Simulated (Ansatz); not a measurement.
Crystal: BP.

```
P B
1.0
     0.00000    2.26900    2.26900
     2.26900    0.00000    2.26900
     2.26900    2.26900    0.00000
P B
1 1
Direct
  0.75000 0.75000 0.75000
  0.00000 0.00000 0.00000
```

A run of Ansatz 0.2.0 on this cell left the log below. Logs are shortened: lines on timing, memory, paths and dates and some standing lists are left out, and cuts for length are marked.

```text
Warning: RAYON_NUM_THREADS=2 ignored (pool sized by the plan → 2); use --threads N
scf.n_extra_bands = 6 over 4 filled bands (N_el = 8.0): the run solves 10 bands
Engine: ansatz 0.2.0, x86_64-unknown-linux-gnu
Pseudopotentials: kind: paw
Pseudopotential: P, paw, valence charge 5, recommended cutoff 420 eV (normal), P.paw.azcp
Pseudopotential: B, paw, valence charge 3, recommended cutoff 420 eV (normal), B.paw.azcp
Functional definition: SPW92
  exchange = slater_x
  correlation = pw_c
Crystal: 2 atoms, lattice volume = 23.363 Å³
Basis set: ecut = 420 eV, 459 PW (Γ)
Bands: 10, of which v1, the nominal top of the filled ones, is band 4 counted from 1 (3 counted from 0)
Symmetry: 24 space group operations
Space group: F-43m (ITA 216), of the structure as read, at distance tolerance 2.9e-5 Å
k-points: 47 of 1000 (time reversal used)
Non-local potential: P, projectors of the file, l = 0: 2, l = 1: 2, l = 2: 2
Non-local potential: B, projectors of the file, l = 0: 2, l = 1: 2, l = 2: 1
PAW form: soft (Blöchl's): semilocal exchange-correlation on the pseudo side does not see the compensation charge
PAW frozen core: P, regenerated for the run's functional, and the local potential with it (the file was generated under x = pbe(κ = 0.804, μ = 0.2195149727645171), c = pbe(β = 0.06672455060314922))
PAW frozen core: B, regenerated for the run's functional, and the local potential with it (the file was generated under x = pbe(κ = 0.804, μ = 0.2195149727645171), c = pbe(β = 0.06672455060314922))
PAW one-centre angular grid: P, 110 points (default); XC on 64 Gauss nodes
PAW one-centre angular grid: B, 110 points (default); XC on 64 Gauss nodes
Initial density: superposition of atomic densities (neutral atoms: chi_scale 0, normalization atom), corrected by the library's trained network
Initial wavefunctions: pseudopotential atomic-orbital guess
Functional: x = slater, c = lda
SCF iter   1: F=—  HF=-876.626773 eV  |F-HF|=—  |Δ(HF+E_count)|=         —  Δρ=5.28e-3  dr2=5.30e-3  ethr=1.77e-3  ⟨swp⟩=6.1  Hψ=3957  notcnv=0  defer=2
preconditioner: auto → none  [insulator: Δε(μ)=1.179 eV  Ē_g=14.863 eV  σ=0.050 eV  W_gap=1.00  n_scr=0 (ndim 8)  ℏωp=21.7 eV  f_vac=0.000  D(μ)=0.00/eV (n_scr^D=0)  ε∞_Penn≈3.1]
SCF iter   2: F=—  HF=-876.625750 eV  |F-HF|=—  |Δ(HF+E_count)|=   1.02e-3  Δρ=2.38e-3  dr2=8.56e-4  ethr=6.62e-5  ⟨swp⟩=1.8  Hψ=945  notcnv=0  defer=28
SCF iter   3: F=—  HF=-876.625554 eV  |F-HF|=—  |Δ(HF+E_count)|=   1.96e-4  Δρ=1.07e-3  dr2=1.29e-4  ethr=1.07e-5  ⟨swp⟩=2.1  Hψ=546  notcnv=0  defer=28
SCF iter   4: F=—  HF=-876.625537 eV  |F-HF|=—  |Δ(HF+E_count)|=   1.75e-5  Δρ=3.46e-4  dr2=1.52e-5  ethr=1.62e-6  ⟨swp⟩=1.0  Hψ=394  notcnv=0  defer=28
SCF iter   5: F=—  HF=-876.625534 eV  |F-HF|=—  |Δ(HF+E_count)|=   3.21e-6  Δρ=5.84e-5  dr2=6.12e-7  ethr=1.90e-7  ⟨swp⟩=1.1  Hψ=410  notcnv=0  defer=28
SCF iter   6: F=-876.625534 eV  HF=-876.625534 eV  |F-HF|=8.25e-9  |Δ(HF+E_count)|=   7.49e-8  Δρ=6.65e-6  dr2=1.19e-8  ethr=1.25e-9  ⟨swp⟩=8.9  Hψ=2650  notcnv=0
SCF 1 converged in 6 iterations: F = -876.625534 eV  dr2 = 1.19e-8
  greatest PAW one-centre occupation: 0.770 electrons in one spin orbital (limit 2), on the P atom at site 0 (counted from 0), in its partial waves of l = 0
NSCF: frozen V_eff on 142 k-points
SCF converged after 6 iterations
Free energy (F): -876.625534 eV
Harris-Foulkes:  -876.625534 eV  (|F-HF|=8.25e-9)
Internal energy: -876.625533 eV  (E = F + TS)
E sigma→0 (E₀):  -876.625533 eV
Entropy (-TS):   -0.000000 eV (-0.000 meV/atom)
Fermi energy:    9.631199 eV
--- Per-component energies (eV) ---
  E_band       = 20.743150
  E_kinetic    = 122.031059
  E_local      = -70.105479  (includes V_loc(G=0)·N_el)
  E_nonlocal   = 46.887029
  E_hartree    = 16.965154
  E_xc         = -94.408416
  E_vxc        = -100.556936  (∫ρ·V_xc dr)
  E_paw        = -612.666549  (= ΣΔE_a)
  E_vpaw       = -11.442926  (= ΣTr[D̂ρ^β])
  E_aug_tail   = -0.000000  (compensation charges beyond the density's cutoff)
  E_ewald      = -285.491518
  E_core_change = 0.163186  (= ΣΔE_core)
  E_smearing   = -0.000000  (= −TS)
  E_closure    = -0.000000  (closes the sum)
  Σ components = -876.625534   (vs F -876.625534, Δ=0.00e0)
--- Forces (eV/Å), atoms counted from 1 ---
  atom   1  P      0.00000000    -0.00000000     0.00000000
  atom   2  B     -0.00000000     0.00000000     0.00000000
  max |Σ_I F_I| component: 2.22e-16 eV/Å
--- Stress (GPa, compression-positive) ---
       -5.225678       0.000000      -0.000000
        0.000000      -5.225678       0.000000
        0.000000       0.000000      -5.225678
  P = ⅓ Tr σ = -5.2257 GPa (-52.257 kbar)
--- Band table (eV; the first three rows and the last of 47) ---
  k-point 0: bands = ["-6.3400", "9.0554", "9.0554", "9.0554", "12.4317", "12.4317", "12.4317", "16.4057", "20.3100", "21.1006"]
  k-point 1: bands = ["-6.1602", "7.7645", "8.7624", "8.7624", "12.8361", "12.8361", "12.8540", "16.9164", "20.4138", "20.4138"]
  k-point 2: bands = ["-5.6275", "5.4335", "8.2065", "8.2065", "13.0503", "13.5479", "13.5479", "18.0342", "19.8092", "19.8092"]
  k-point 46: bands = ["-1.2641", "1.0461", "3.5165", "3.6783", "13.5905", "14.3669", "17.2449", "17.6257", "21.7035", "25.0019"]
```

Task: What input gives this log?

Result: Band structure with LDA, no spin polarisation. The files as run (others can give the same):

input.yaml
```yaml
crystal:
  lattice:
    - [0.0, 2.269, 2.269]
    - [2.269, 0.0, 2.269]
    - [2.269, 2.269, 0.0]
  atoms:
    - { symbol: P, position: [0.75, 0.75, 0.75] }
    - { symbol: B, position: [0.0, 0.0, 0.0] }
hamiltonian:
  xc: lda
  pseudopotentials: { kind: paw }
kpoints:
  mp_grid: { grid: [10, 10, 10] }
  band_path:
    path:
      - [[0.0, 0.0, 0.0], [0.5, 0.0, 0.5], [0.5, 0.25, 0.75], [0.375, 0.375, 0.75], [0.0, 0.0, 0.0], [0.5, 0.5, 0.5], [0.625, 0.25, 0.625], [0.5, 0.25, 0.75], [0.5, 0.5, 0.5], [0.375, 0.375, 0.75]]
      - [[0.625, 0.25, 0.625], [0.5, 0.0, 0.5]]
    npoints: 14
scf:
  occupations: { method: fermi_dirac, width: 0.05 }
  n_extra_bands: 6
output:
  forces: true
  stress: true
  eigenvalues: true
  fatbands: false
```

Potentials or basis: Ansatz PAW.
The run is started by
```console
$ ansatz run input.yaml --threads 2 --pin off --max-ram 5632MiB --backend cpu --events-out ev --progress --plain --runs-dir out
```

Caveat: the PAW data sets come from PBE, with cores solved anew for the run's functional, which leaves a small shift of forces and pressure.
